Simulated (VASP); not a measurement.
# GaN (P6_3mc) in VASP: further runs

Aim: see how the results for GaN move with the level of theory and the settings. Levels: LDA, RPBE. Tasks: relaxation of cell and atoms.

Everything below comes from runs of VASP 6.6.1. Logs are shortened: lines on timing, memory, paths and dates and some standing lists are left out, and cuts for length are marked.

## 1. The crystal as given

It takes space group P6_3mc (No. 186, hexagonal). Conventional cell: a = 3.180 Å, b = 3.180 Å, c = 5.166 Å, α = 90.00°, β = 90.00°, γ = 120.00°. Ga (site symmetry 3m) is surrounded by 4 N at 1.94 to 1.95 Å. N (site symmetry 3m) is surrounded by 4 Ga at 1.94 to 1.95 Å.

## 2. Relaxation of cell and atoms, LDA

File INCAR:

```
PREC = Accurate ; ENCUT = 600
EDIFF = 1E-6 ; ISMEAR = 0
SIGMA = 0.03 ; LREAL = F
LASPH = T ; NELM = 80
ALGO = Normal ; ISIF = 3
LWAVE = F ; LCHARG = F
IBRION = 2 ; NSW = 90
EDIFFG = -0.01
```

File KPOINTS:

```
Automatic mesh
0
Gamma
  12 12 5
```

File POSCAR:

```
GaN
1.0
    3.1800000000      0.0000000000      0.0000000000
   -1.5900000000      2.7539607800      0.0000000000
    0.0000000000      0.0000000000      5.1660000000
Ga N
2 2
Direct
    0.3333333300      0.6666666700      0.0000000000
    0.6666666700      0.3333333300      0.5000000000
    0.3333333300      0.6666666700      0.3750000000
    0.6666666700      0.3333333300      0.8750000000
```

Potentials or basis: VASP PAW LDA potentials, release 64 (Ga_d, N).

Started as:

```sh
> cat potpaw_LDA.64/Ga_d/POTCAR potpaw_LDA.64/N/POTCAR > POTCAR
> mpirun -np 1 vasp_std > vasp.out
```

OUTCAR:

```text
PREC = Accurate
   ENCUT = 600
   EDIFF = 1E-6
   ISMEAR = 0
   LREAL = F
   LASPH = T
   NELM = 80
   ISIF = 3
   IBRION = 2
   NSW = 90
   EDIFFG = -0.01

 ion  position               nearest neighbor table
   1  0.333  0.667  0.000-   3 1.94   4 1.95   4 1.95   4 1.95
   2  0.667  0.333  0.500-   4 1.94   3 1.95   3 1.95   3 1.95
   3  0.333  0.667  0.375-   1 1.94   2 1.95   2 1.95   2 1.95
   4  0.667  0.333  0.875-   2 1.94   1 1.95   1 1.95   1 1.95

  LATTYP: Found a hexagonal cell.
 ALAT       =     3.1800000000
 C/A-ratio  =     1.6245283019

  Lattice vectors:

 A1 = (   3.1800000000,   0.0000000000,   0.0000000000)
 A2 = (  -1.5900000000,   2.7539607800,   0.0000000000)
 A3 = (   0.0000000000,   0.0000000000,   5.1660000000)

Analysis of symmetry for initial positions (statically):
=====================================================================
 Subroutine PRICEL returns:
 Original cell was already a primitive cell.

 Routine SETGRP: Setting up the symmetry group for a
 hexagonal supercell.

 Subroutine GETGRP returns: Found 12 space group operations
 (whereof  6 operations were pure point group operations)
 out of a pool of 24 trial point group operations.

The static configuration has the point symmetry C_3v.
 The point group associated with its full space group is C_6v.

Analysis of symmetry for dynamics (positions and initial velocities):
=====================================================================
 Subroutine PRICEL returns:
 Original cell was already a primitive cell.

 Routine SETGRP: Setting up the symmetry group for a
 hexagonal supercell.

 Subroutine GETGRP returns: Found 12 space group operations
 (whereof  6 operations were pure point group operations)
 out of a pool of 24 trial point group operations.

The dynamic configuration has the point symmetry C_3v.
 The point group associated with its full space group is C_6v.

 Subroutine INISYM returns: Found 12 space group operations
 (whereof  6 operations are pure point group operations),
 and found     1 'primitive' translations

----------------------------------------------------------------------------------------

                                     Primitive cell

  volume of cell :      45.2417

  direct lattice vectors                    reciprocal lattice vectors
     3.180000000  0.000000000  0.000000000     0.314465409  0.181556689  0.000000000
    -1.590000000  2.753960780  0.000000000     0.000000000  0.363113377  0.000000000
     0.000000000  0.000000000  5.166000000     0.000000000  0.000000000  0.193573364

  length of vectors
     3.180000000  3.179999997  5.166000000     0.363113377  0.363113377  0.193573364

  position of ions in fractional coordinates (direct lattice)
     0.333333330  0.666666670  0.000000000
     0.666666670  0.333333330  0.500000000
     0.333333330  0.666666670  0.375000000
     0.666666670  0.333333330  0.875000000

  ion indices of the primitive-cell ions
   primitive index   ion index
                 1           1
                 2           2
                 3           3
                 4           4

----------------------------------------------------------------------------------------

 KPOINTS: Automatic mesh

Automatic generation of k-mesh.
 Grid dimensions read from file:
 generate k-points for:   12   12    5

 Generating k-lattice:

  Cartesian coordinates                     Fractional coordinates (reciprocal lattice)
     0.026205451  0.015129724  0.000000000     0.083333333  0.000000000  0.000000000
     0.000000000  0.030259448  0.000000000     0.000000000  0.083333333  0.000000000
     0.000000000  0.000000000  0.038714673     0.000000000  0.000000000  0.200000000

  Length of vectors
     0.030259448  0.030259448  0.038714673

  Shift w.r.t. Gamma in fractional coordinates (k-lattice)
     0.000000000  0.000000000  0.000000000

 Subroutine IBZKPT returns following result:
 ===========================================

 Found     57 irreducible k-points:

 Following reciprocal coordinates:
            Coordinates               Weight
  0.000000  0.000000  0.000000      1.000000
  0.083333  0.000000  0.000000      6.000000
  0.166667 -0.000000  0.000000      6.000000
  0.250000  0.000000  0.000000      6.000000
  0.333333  0.000000  0.000000      6.000000
  0.416667 -0.000000  0.000000      6.000000
[... 16 lines left out ...]
  0.250000  0.000000  0.200000     12.000000
  0.333333  0.000000  0.200000     12.000000
 [... further k-points ...]
   k-points           NKPTS =     57   k-points in BZ     NKDIM =     57   number of bands    NBANDS=     22
   number of dos      NEDOS =    301   number of ions     NIONS =      4
   total plane-waves  NPLWV =  32928
   dimension x,y,z NGX =    28 NGY =   28 NGZ =   42
   dimension x,y,z NGXF=    56 NGYF=   56 NGZF=   84
   ions per type =               2   2
   NGX,Y,Z   is equivalent  to a cutoff of  14.64, 14.64, 13.52 a.u.
   NGXF,Y,Z  is equivalent  to a cutoff of  29.28, 29.28, 27.03 a.u.
 SYSTEM =  unknown system
   PREC   = accura    normal or accurate (medium, high low for compatibility)
   ISTART =      0    job   : 0-new  1-cont  2-samecut
   ICHARG =      2    charge: 1-file 2-atom 10-const
   ISPIN  =      1    spin polarized calculation?
   LNONCOLLINEAR =      F non collinear calculations
   LSORBIT =      F    spin-orbit coupling
   LASPH  =      T    aspherical Exc in radial PAW
   ENCUT  =  600.0 eV  44.10 Ry    6.64 a.u.   6.35  6.35 10.32*2*pi/ulx,y,z
   NELM   =     80;   NELMIN=  2; NELMDL= -5     # of ELM steps
   EDIFF  = 0.1E-05   stopping-criterion for ELM
   LREAL  =      F    real-space projection
   EDIFFG = -.1E-01   stopping-criterion for IOM
   NSW    =     90    number of steps for IOM
   IBRION =      2    ionic relax: 0-MD 1-quasi-New 2-CG
   NFREE  =      1    steps in history (QN), initial steepest desc. (CG)
   ISIF   =      3    stress and relaxation
   ISYM   =      2    0-nonsym 1-usesym 2-fastsym
   POTIM  = 0.5000    time-step for ionic-motion
   TEBEG  =    0.0;   TEEND  =   0.0 temperature during run
   PSTRESS=    0.0 pullay stress
   NELECT =      36.0000    total number of electrons
   NUPDOWN=      -1.0000    fix difference up-down
   EMIN   =  10.00;   EMAX   =-10.00  energy-range for DOS
   EFERMI =   0.00;   METHOD = LEGACY
   ISMEAR =     0;   SIGMA  =   0.03  broadening in eV -4-tet -1-fermi 0-gaus
   EFERMI_NEDOS =   21; number of points for ismear=-14 and -15
   IALGO  =     38    algorithm
   IMIX   =      4    mixing-type and parameters
     AMIX     =   0.40;   BMIX     =  1.00
     AMIX_MAG =   1.60;   BMIX_MAG =  1.00
  volume/ion in A,a.u.               =      11.31        76.33
  Fermi-wavevector in a.u.,A,eV,Ry     =   1.517036  2.866782 31.312427  2.301398
  Thomas-Fermi vector in A             =   2.626345
   LORBIT       =      0    0 simple, 1 ext, 2 COOP (PROOUT), +10 PAW based schemes
   GGA     = CA    functional components
   LHFCALC =     F    Hartree Fock is set to
   AEXX    =    0.0000 exact exchange contribution
   IVDW    =     0    specifies the selected vdW correction
   LEPSILON=     F    determine dielectric tensor
   LRPA    =     F    only Hartree local field effects (RPA)
 conjugate gradient relaxation of ions
 non-spin polarized calculation
 Gauss-broadening in eV      SIGMA  =   0.03
  energy-cutoff  :      600.00
  volume of cell :       45.24
 maximum number of plane-waves:      1529
 NGX is ok and might be reduce to    28
   NGX = 13   NGY = 13   NGZ = 21

--------------------------------------- Ionic step        1  -------------------------------------------

 number of electron      35.9999992 magnetization

 Free energy of the ion-electron system (eV)
  ---------------------------------------------------
  ext. energy  EPLUGINS =         0.00000000
  ---------------------------------------------------
  free energy    TOTEN  =       -27.90150691 eV

  energy without entropy =      -27.90150691  energy(sigma->0) =      -27.90150691

------------------------ aborting loop because EDIFF is reached ----------------------------------------

  FORCE on cell =-STRESS in cart. coord.  units (eV):
  Direction    XX          YY          ZZ          XY          YZ          ZX
  --------------------------------------------------------------------------------------
  -------------------------------------------------------------------------------------
  Total       -1.1981263     -1.1981263     -0.5853611      0.0000000      0.0000000      0.0000000
  in kB      -42.4300847    -42.4300846    -20.7298043      0.0000000      0.0000000      0.0000000
  external PRESSURE =     -35.1966578 kB  Pullay stress =       0.0000000 kB
[... 61 lines left out ...]
  energy  without entropy=      -27.9018181904  energy(sigma->0) =      -27.90181819

--------------------------------------- Ionic step        3  -------------------------------------------

 number of electron      35.9999987 magnetization

 Free energy of the ion-electron system (eV)
  ---------------------------------------------------
  ext. energy  EPLUGINS =         0.00000000
  ---------------------------------------------------
  free energy    TOTEN  =       -27.91236013 eV

  energy without entropy =      -27.91236013  energy(sigma->0) =      -27.91236013

 E-fermi :   5.5248     XC(G=0): -12.2729

 val. band max:        5.3872708542   @ k =   0.0000   0.0000   0.0000
 cond. band min:       7.4983256444   @ k =   0.0000   0.0000   0.0000
 fundamental gap:      2.1110547902
 Fermi energy:         5.5247999371

 k-point     1 :       0.0000    0.0000    0.0000
  band No.  band energies     occupation
      1     -10.7140      2.00000
      2      -9.7493      2.00000
      3      -8.1971      2.00000
      4      -8.1792      2.00000
      5      -8.1792      2.00000
      6      -8.1131      2.00000
[... 574 lines left out ...]
      6      -7.9612      2.00000
[... 14 lines left out ...]
     21      12.4907      0.00000
     22      13.6338      0.00000

 [... further k-points ...]

------------------------ aborting loop because EDIFF is reached ----------------------------------------

  FORCE on cell =-STRESS in cart. coord.  units (eV):
  Direction    XX          YY          ZZ          XY          YZ          ZX
  --------------------------------------------------------------------------------------
  -------------------------------------------------------------------------------------
  Total        0.0016907      0.0016907      0.0077751      0.0000000      0.0000000      0.0000000
  in kB        0.0609855      0.0609855      0.2804563      0.0000000      0.0000000      0.0000000
  external PRESSURE =       0.1341424 kB  Pullay stress =       0.0000000 kB
[... 19 lines left out ...]
  FREE ENERGIE OF THE ION-ELECTRON SYSTEM (eV)
  ---------------------------------------------------
  free  energy   TOTEN  =       -27.9123601302 eV

  energy  without entropy=      -27.9123601302  energy(sigma->0) =      -27.91236013

 reached required accuracy - stopping structural energy minimisation
```

Wall time 75 s (1 thread of Intel Xeon 6975P-C (Granite Rapids), shared host); peak memory 0.2 GiB.

Results:

* Free energy: -27.9124 eV
* Relaxed volume: 11.10 Å³/atom
* Relaxed cell: a = 3.157 Å, b = 3.157 Å, c = 5.147 Å, α = 90.00°, β = 90.00°, γ = 120.00°
* Space group after relaxing (to 0.05 Å): P6_3mc (No. 186)
* Energy gained by relaxing: 2.7 meV/atom
* Ionic steps: 3
* Pressure after relaxing: 0.0 GPa
* Largest force after relaxing: 0.010 eV/Å
* Band gap on the k mesh: 2.11 eV, direct

Forces in eV/Å, atoms in the order of the input:
```
Ga   0.000  0.000 -0.010
Ga   0.000  0.000 -0.010
N    0.000  0.000  0.010
N    0.000  0.000  0.010
```

The path:
| step | energy change (eV) | largest force (eV/Å) | pressure (GPa) | volume (Å³) |
| --- | --- | --- | --- | --- |
| 1 | 0.0000 | 0.1277 | -3.52 | 45.24 |
| 2 | -0.0003 | 0.1151 | 3.81 | 43.63 |
| 3 | -0.0109 | 0.0097 | 0.01 | 44.42 |

Final structure:
```xyz
4
Lattice="3.1566 0.0000 0.0000 -1.5783 2.7337 0.0000 0.0000 0.0000 5.1474" Properties=species:S:1:pos:R:3 pbc="T T T"
Ga    0.0000    1.8225    5.1443
Ga    1.5783    0.9112    2.5706
N     0.0000    1.8225    1.9334
N     1.5783    0.9112    4.5071
```

Levels at points of the mesh, in eV from the valence-band top:
```
           k point  band 15  band 16  band 17  band 18  band 19  band 20  band 21  band 22
(0.00, 0.00, 0.00)    -1.08    -0.06     0.00     0.00     2.11     4.35     9.19     9.88
(0.50, 0.00, 0.00)    -4.39    -2.87    -2.33    -1.04     4.99     5.64     5.98     8.68
```

## 3. Relaxation of cell and atoms, LDA

This run uses another cell than the first one, of 11.10 Å³/atom, 0.982 times its volume.

File INCAR:

```
PREC = Accurate ; ENCUT = 600
EDIFF = 1E-7 ; ISMEAR = 0
SIGMA = 0.03 ; LREAL = F
LASPH = T ; NELM = 80
ALGO = Normal ; ISIF = 3
LWAVE = F ; LCHARG = F
IBRION = 2 ; NSW = 90
EDIFFG = -0.005
```

KPOINTS is that of step 2.

File POSCAR:

```
GaN                                     
1.0
    3.1565806535      0.0000000000      0.0000000000
   -1.5782903268      2.7336790311      0.0000000000
   -0.0000000000      0.0000000000      5.1474123984
  Ga              N             
     2     2
Direct
     0.3333333300000021    0.6666666699999979    0.9993961557475025
     0.6666666699999979    0.3333333300000021    0.4993961557475026
     0.3333333300000021    0.6666666699999979    0.3756038442524974
     0.6666666699999979    0.3333333300000021    0.8756038442524975
```

Potentials or basis: VASP PAW LDA potentials, release 64 (Ga_d, N).

Started as:

```sh
> cat potpaw_LDA.64/Ga_d/POTCAR potpaw_LDA.64/N/POTCAR > POTCAR
> mpirun -np 1 vasp_std > vasp.out
```

Wall time 54 s (1 thread of Intel Xeon 6975P-C (Granite Rapids), shared host); peak memory 0.19 GiB.

The run converged. Its results:

- Free energy: -27.9114 eV
- Relaxed volume: 11.11 Å³/atom
- Relaxed cell: a = 3.157 Å, b = 3.157 Å, c = 5.148 Å, α = 90.00°, β = 90.00°, γ = 120.00°
- Space group after relaxing (to 0.05 Å): P6_3mc (No. 186)
- Energy gained by relaxing: 0.0 meV/atom
- Ionic steps: 3
- Pressure after relaxing: 0.0 GPa
- Band gap on the k mesh: 2.11 eV, direct

Stress tensor (GPa, compression positive):
```
 0.04  0.00  0.00
 0.00  0.04  0.00
 0.00  0.00 -0.04
```

Final structure:
```xyz
4
Lattice="3.1568 0.0000 0.0000 -1.5784 2.7339 0.0000 0.0000 0.0000 5.1479" Properties=species:S:1:pos:R:3 pbc="T T T"
Ga    0.0000    1.8226    5.1445
Ga    1.5784    0.9113    2.5705
N     0.0000    1.8226    1.9339
N     1.5784    0.9113    4.5079
```

Levels at points of the mesh, in eV from the valence-band top:
| k point | band 14 | band 15 | band 16 | band 17 | band 18 | band 19 | band 20 | band 21 | band 22 |
| --- | --- | --- | --- | --- | --- | --- | --- | --- | --- |
| (0.00, 0.00, 0.00) | -1.08 | -1.08 | -0.05 | 0.00 | 0.00 | 2.11 | 4.35 | 9.18 | 9.88 |
| (0.50, 0.00, 0.00) | -5.44 | -4.39 | -2.87 | -2.33 | -1.04 | 4.99 | 5.64 | 5.98 | 8.68 |

## 4. Relaxation of cell and atoms, RPBE

File INCAR:

```
PREC = Accurate
ENCUT = 600
EDIFF = 1E-6
ISMEAR = 0
SIGMA = 0.03
LREAL = False
LASPH = True
NELM = 80
ALGO = Normal
ISIF = 3
LWAVE = False
LCHARG = False
GGA = RP
IBRION = 2
NSW = 90
EDIFFG = -0.01
```

KPOINTS is that of step 3.

File POSCAR:

```
GaN
1.0
    3.1800000000      0.0000000000      0.0000000000
   -1.5900000000      2.7539607800      0.0000000000
    0.0000000000      0.0000000000      5.1660000000
Ga N
2 2
Direct
    0.3333333300      0.6666666700      0.0000000000
    0.6666666700      0.3333333300      0.5000000000
    0.3333333300      0.6666666700      0.3750000000
    0.6666666700      0.3333333300      0.8750000000
```

Potentials or basis: VASP PAW PBE potentials, release 64 (Ga_d, N).

Started as:

```sh
> cat potpaw_PBE.64/Ga_d/POTCAR potpaw_PBE.64/N/POTCAR > POTCAR
> mpirun -np 1 vasp_std > vasp.out
```

It took 3.4 min on 1 thread of Intel Xeon Platinum 8488C (Sapphire Rapids), shared host; peak memory 0.22 GiB.

The run converged. Its results:

* Free energy: -22.6916 eV
* Relaxed volume: 12.03 Å³/atom
* Relaxed cell: a = 3.243 Å, b = 3.243 Å, c = 5.284 Å, α = 90.00°, β = 90.00°, γ = 120.00°
* Space group after relaxing (to 0.05 Å): P6_3mc (No. 186)
* Energy gained by relaxing: 24.0 meV/atom
* Ionic steps: 7
* Pressure after relaxing: -0.1 GPa
* Band gap on the k mesh: 1.62 eV, direct

Forces in eV/Å, atoms in the order of the input:
```
Ga   0.000  0.000  0.003
Ga   0.000  0.000  0.003
N    0.000  0.000 -0.003
N    0.000  0.000 -0.003
```

The path:
```tsv
step	energy change (eV)	largest force (eV/Å)	pressure (GPa)	volume (Å³)
1	0.0000	0.1386	11.15	45.24
2	-0.0374	0.0460	-7.14	50.59
3	-0.0960	0.0118	-0.03	48.12
4	-0.0960	0.0138	0.12	48.07
5	-0.0960	0.0085	0.13	48.07
6	-0.0960	0.0050	0.12	48.07
7	-0.0960	0.0026	-0.06	48.13
```

Final structure:
```yaml
crystal:
  lattice:
    - [3.24337, 0.00000, 0.00000]
    - [-1.62168, 2.80884, 0.00000]
    - [0.00000, 0.00000, 5.28354]
  atoms:
    - { symbol: Ga, position: [0.33333, 0.66667, 0.99905] }
    - { symbol: Ga, position: [0.66667, 0.33333, 0.49905] }
    - { symbol: N, position: [0.33333, 0.66667, 0.37595] }
    - { symbol: N, position: [0.66667, 0.33333, 0.87595] }
```

Levels at points of the mesh, in eV from the valence-band top:
```
           k point  band 16  band 17  band 18  band 19  band 20  band 21
(0.00, 0.00, 0.00)    -0.03     0.00     0.00     1.62     3.99     9.00
(0.50, 0.00, 0.00)    -2.55    -2.03    -0.93     5.00     5.29     6.02
```

Caveat: the PAW data sets were made with another functional, which shifts forces and pressure a little. RPBE and its kin give volumes clearly too large for solids.
